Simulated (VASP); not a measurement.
Mg₂Ge (strained antifluorite): a PBE single-point calculation in VASP

INCAR

```
LASPH = .TRUE.
NBANDS = 16
LREAL = .FALSE.
ISIF = 2
NELM = 120
EDIFF = 1E-7
LELF = .TRUE.
NSW = 0
IBRION = -1
PREC = Accurate
ISMEAR = -1
LWAVE = .FALSE.
ENCUT = 520
SIGMA = 0.02
LCHARG = .TRUE.
GGA = PE
```

KPOINTS

```
KPOINTS created by Atomic Simulation Environment
0
Gamma
8 8 8
0 0 0
```

KPOINTS_OPT

```
special points
7
Reciprocal
0.0000000000 0.0000000000 0.0000000000 1
0.5000000000 0.0000000000 0.5000000000 1
0.6250000000 0.2500000000 0.6250000000 1
0.3750000000 0.3750000000 0.7500000000 1
0.5000000000 0.5000000000 0.5000000000 1
0.5000000000 0.2500000000 0.7500000000 1
0.0000000000 0.5000000000 0.5000000000 1
```

POSCAR

```
Ge Mg
 1.0000000000000000
     0.0000000000000000    3.0557771880000000    3.0557771880000000
     3.0557771880000000    0.0000000000000000    3.0557771880000000
     3.0557771880000000    3.0557771880000000    0.0000000000000000
 Ge  Mg
   1   2
Cartesian
  0.0000000000000000  0.0000000000000000  0.0000000000000000
  1.5278885940000000  1.5278885940000000  1.5278885940000000
  4.5836657819999997  4.5836657819999997  4.5836657819999997
```

VASP ran with the recommended PBE PAW datasets (18 valence electrons in the cell).

Command

```
mpirun -np 1 vasp_std
```

OSZICAR

```
N       E                     dE             d eps       ncg     rms          rms(c)
DAV:   1     0.883293271012E+02    0.88329E+02   -0.89176E+03   992   0.200E+03
DAV:   2     0.242588040796E+01   -0.85903E+02   -0.82646E+02  1080   0.417E+02
DAV:   3    -0.829999194094E+01   -0.10726E+02   -0.10692E+02  1096   0.870E+01
DAV:   4    -0.858953985237E+01   -0.28955E+00   -0.28952E+00  1152   0.148E+01
DAV:   5    -0.859531915328E+01   -0.57793E-02   -0.57793E-02  1136   0.231E+00    0.351E+00
DAV:   6    -0.820494990680E+01    0.39037E+00   -0.39945E-01  1128   0.352E+00    0.189E+00
DAV:   7    -0.811367423398E+01    0.91276E-01   -0.24985E-01  1128   0.314E+00    0.526E-01
DAV:   8    -0.811432221614E+01   -0.64798E-03   -0.18186E-02  1200   0.192E+00    0.138E-01
DAV:   9    -0.811427070218E+01    0.51514E-04   -0.12079E-03  1192   0.554E-01    0.352E-02
DAV:  10    -0.811426713222E+01    0.35700E-05   -0.11535E-04  1032   0.937E-02    0.978E-03
DAV:  11    -0.811427098099E+01   -0.38488E-05   -0.18876E-05  1088   0.531E-02    0.710E-03
DAV:  12    -0.811427056915E+01    0.41184E-06   -0.47668E-06  1232   0.204E-02    0.918E-04
DAV:  13    -0.811427059495E+01   -0.25799E-07   -0.31465E-07  1016   0.349E-03
   1 F= -.81142706E+01 E0= -.81141042E+01  d E =-.332778E-03
       N       E                     dE             ncg
DAV:   1    -0.266135346229E+02   -0.42889E+04      232
DAV:   2    -0.624657404655E+03   -0.59804E+03      240
DAV:   3    -0.696714429750E+03   -0.72057E+02      296
DAV:   4    -0.698565617307E+03   -0.18512E+01      288
DAV:   5    -0.698600085217E+03   -0.34468E-01      304
DAV:   6    -0.698601317385E+03   -0.12322E-02      288
DAV:   7    -0.698601379818E+03   -0.62433E-04      312
DAV:   8    -0.698601381857E+03   -0.20387E-05      280
DAV:   9    -0.698601381971E+03   -0.11416E-06      296
DAV:  10    -0.698601381976E+03   -0.48444E-08      224
```

From OUTCAR

```
k-points           NKPTS =     29   k-points in BZ     NKDIM =     29   number of bands    NBANDS=     16

   NELECT =      18.0000    total number of electrons

   dimension x,y,z NGX =    32 NGY =   32 NGZ =   32
   dimension x,y,z NGXF=    64 NGYF=   64 NGZF=   64

  energy-cutoff  :      520.00
  volume of cell :       57.07
      direct lattice vectors                 reciprocal lattice vectors
     0.000000000  3.055777188  3.055777188    -0.163624495  0.163624495  0.163624495
     3.055777188  0.000000000  3.055777188     0.163624495 -0.163624495  0.163624495
     3.055777188  3.055777188  0.000000000     0.163624495  0.163624495 -0.163624495

 k-points in reciprocal lattice and weights: KPOINTS created by Atomic Simulation Env
   0.00000000  0.00000000  0.00000000       0.002
   0.12500000  0.00000000  0.00000000       0.016
   0.25000000  0.00000000  0.00000000       0.016
   0.37500000  0.00000000  0.00000000       0.016
   0.50000000  0.00000000  0.00000000       0.008
   0.12500000  0.12500000  0.00000000       0.012
   0.25000000  0.12500000  0.00000000       0.047
   0.37500000  0.12500000  0.00000000       0.047
   ...

 E-fermi :   4.3676

 k-point     1 :       0.0000    0.0000    0.0000
  band No.  band energies     occupation
      1     -19.2950      2.00000
      2     -19.2950      2.00000
      3     -19.2950      2.00000
      4     -19.2700      2.00000
      5     -19.2700      2.00000
      6      -5.9810      2.00000
      7       4.3596      1.19959
      8       4.3596      1.19937
      9       4.3596      1.19937
     10       6.1691      0.00000
     11       7.4837      0.00000
     12       7.4837      0.00000
     13       7.4837      0.00000
     14      10.7224      0.00000
     15      10.7224      0.00000
     16      11.8207      0.00000

 k-point     2 :       0.1250    0.0000    0.0000
  band No.  band energies     occupation
      1     -19.2949      2.00000
      2     -19.2947      2.00000
      3     -19.2947      2.00000
      4     -19.2699      2.00000
      5     -19.2699      2.00000
      6      -5.8319      2.00000
      7       3.0157      2.00000
      8       4.1939      1.99966
      9       4.1939      1.99966
     10       6.6203      0.00000
     11       7.7827      0.00000
     12       7.7827      0.00000
     13       8.1754      0.00000
     14       9.9172      0.00000
     15       9.9172      0.00000
     16      11.5142      0.00000

 k-point     3 :       0.2500    0.0000    0.0000
  band No.  band energies     occupation
      1     -19.2948      2.00000
      2     -19.2940      2.00000
      3     -19.2940      2.00000
      4     -19.2698      2.00000
      5     -19.2698      2.00000
      6      -5.4106      2.00000
      7       1.1908      2.00000
      8       3.8899      2.00000
      9       3.8899      2.00000
     10       6.3382      0.00000
     11       7.8836      0.00000
     12       7.8836      0.00000
     13       9.7478      0.00000
     14       9.9550      0.00000
     15       9.9550      0.00000
     16      11.0271      0.00000

 k-point     4 :       0.3750    0.0000    0.0000
  band No.  band energies     occupation
      1     -19.2947      2.00000
      2     -19.2934      2.00000
      3     -19.2934      2.00000
      4     -19.2697      2.00000
      5     -19.2697      2.00000
      6      -4.8388      2.00000
      7      -0.2848      2.00000
      8       3.6626      2.00000
      9       3.6626      2.00000
     10       6.0593      0.00000
     11       7.4626      0.00000
     12       7.4626      0.00000
     13       9.7060      0.00000
     14      11.3866      0.00000
     15      11.3866      0.00000
     16      12.5245      0.00000

 k-point     5 :       0.5000    0.0000    0.0000
  band No.  band energies     occupation
      1     -19.2947      2.00000
      2     -19.2932      2.00000
      3     -19.2932      2.00000
      4     -19.2696      2.00000
      5     -19.2696      2.00000
      6      -4.5099      2.00000
      7      -0.9219      2.00000
      8       3.5828      2.00000
      9       3.5829      2.00000
     10       5.9606      0.00000
     11       7.2750      0.00000
     12       7.2750      0.00000
     13       9.5181      0.00000
     14      13.1138      0.00000
     15      13.1138      0.00000
     16      13.7792      0.00000

 k-point     6 :       0.1250    0.1250    0.0000
  band No.  band energies     occupation
      1     -19.2953      2.00000
      2     -19.2944      2.00000
      3     -19.2944      2.00000
      4     -19.2702      2.00000
      5     -19.2697      2.00000
      6      -5.7820      2.00000
      7       3.1699      2.00000
      8       3.8028      2.00000
      9       3.8028      2.00000
     10       6.9546      0.00000
     11       7.3225      0.00000
     12       8.3495      0.00000
     13       8.3495      0.00000
     14       9.0033      0.00000
     15      10.9562      0.00000
     16      12.3643      0.00000

 k-point     7 :       0.2500    0.1250    0.0000
  band No.  band energies     occupation
      1     -19.2953      2.00000
      2     -19.2939      2.00000
      3     -19.2938      2.00000
      4     -19.2703      2.00000
      5     -19.2694      2.00000
      6      -5.4498      2.00000
      7       1.7429      2.00000
      8       3.4203      2.00000
      9       3.4963      2.00000
     10       6.7798      0.00000
     11       7.5278      0.00000
     12       8.0873      0.00000
     13       8.8292      0.00000
     14      10.2992      0.00000
     15      10.8973      0.00000
     16      11.9482      0.00000

 k-point     8 :       0.3750    0.1250    0.0000
  band No.  band energies     occupation
      1     -19.2950      2.00000
      2     -19.2934      2.00000
      3     -19.2931      2.00000
      4     -19.2701      2.00000
      5     -19.2693      2.00000
      6      -4.9154      2.00000
      7       0.2309      2.00000
      8       3.0410      2.00000
      9       3.2269      2.00000
     10       6.4145      0.00000
     11       7.6475      0.00000
     12       8.4077      0.00000
     13       8.7481      0.00000
     14      11.0859      0.00000
     15      12.0584      0.00000
     16      12.6796      0.00000

 k-point     9 :       0.5000    0.1250    0.0000
  band No.  band energies     occupation
      1     -19.2946      2.00000
      2     -19.2933      2.00000
      3     -19.2929      2.00000
      4     -19.2699      2.00000
      5     -19.2694      2.00000
      6      -4.4556      2.00000
      7      -0.7030      2.00000
      8       2.6632      2.00000
      9       3.2681      2.00000
     10       6.3100      0.00000
     11       7.4186      0.00000
     12       7.9298      0.00000
     13      10.1803      0.00000
     14      11.2494      0.00000
     15      13.0154      0.00000
     16      13.7833      0.00000

 k-point    10 :      -0.3750    0.1250    0.0000
  band No.  band energies     occupation
      1     -19.2945      2.00000
      2     -19.2933      2.00000
      3     -19.2931      2.00000
      4     -19.2697      2.00000
      5     -19.2697      2.00000
      6      -4.5709      2.00000
      7      -0.4868      2.00000
      8       2.4973      2.00000
      9       3.5255      2.00000
     10       6.5382      0.00000
     11       7.4373      0.00000
     12       7.7545      0.00000
     13      10.3708      0.00000
     14      10.9763      0.00000
     15      12.0815      0.00000
     16      13.0948      0.00000

 k-point    11 :      -0.2500    0.1250    0.0000
  band No.  band energies     occupation
      1     -19.2947      2.00000
      2     -19.2937      2.00000
      3     -19.2936      2.00000
      4     -19.2700      2.00000
      5     -19.2696      2.00000
      6      -5.1085      2.00000
      7       0.7007      2.00000
      8       2.6189      2.00000
      9       3.9175      2.00000
     10       6.9396      0.00000
     11       7.8024      0.00000
     12       7.9261      0.00000
     13       9.3244      0.00000
     14       9.3337      0.00000
     15      11.8255      0.00000
     16      12.6744      0.00000

 k-point    12 :      -0.1250    0.1250    0.0000
  band No.  band energies     occupation
      1     -19.2950      2.00000
      2     -19.2944      2.00000
      3     -19.2941      2.00000
      4     -19.2701      2.00000
      5     -19.2697      2.00000
      6      -5.5910      2.00000
      7       2.1318      2.00000
      8       3.1933      2.00000
      9       4.2448      1.99571
     10       7.1353      0.00000
     11       7.9002      0.00000
     12       7.9319      0.00000
     13       8.5997      0.00000
     14       8.9167      0.00000
     15      10.7405      0.00000
     16      12.4154      0.00000

 ...

  Total        3.5065841      3.5065841      3.5065841     -0.0000000      0.0000000     -0.0000000
  in kB       98.4463888     98.4463888     98.4463888     -0.0000000      0.0000000     -0.0000000
  external PRESSURE =      98.4463888 kB  Pullay stress =       0.0000000 kB

 POSITION                                       TOTAL-FORCE (eV/Angst)
 -----------------------------------------------------------------------------------
      0.00000      0.00000      0.00000        -0.000000     -0.000000     -0.000000
      1.52789      1.52789      1.52789        -0.000000     -0.000000      0.000000
      4.58367      4.58367      4.58367         0.000000      0.000000     -0.000000
 -----------------------------------------------------------------------------------
    total drift:                                0.000000     -0.000000      0.000000

  FREE ENERGIE OF THE ION-ELECTRON SYSTEM (eV)
  ---------------------------------------------------
  free  energy   TOTEN  =        -8.1142705950 eV

  energy  without entropy=       -8.1139378172  energy(sigma->0) =       -8.11410421
```

The gap between bands v and c is 0.02 eV, the least direct gap is 1.81 eV and the pressure is 9.8 GPa.

Band v is the last that the valence electrons fill when counted band by band, and c is the next.

The run took about 17 s on one core of a shared host (Intel Xeon Platinum 8488C) and held 0.19 GiB at most.
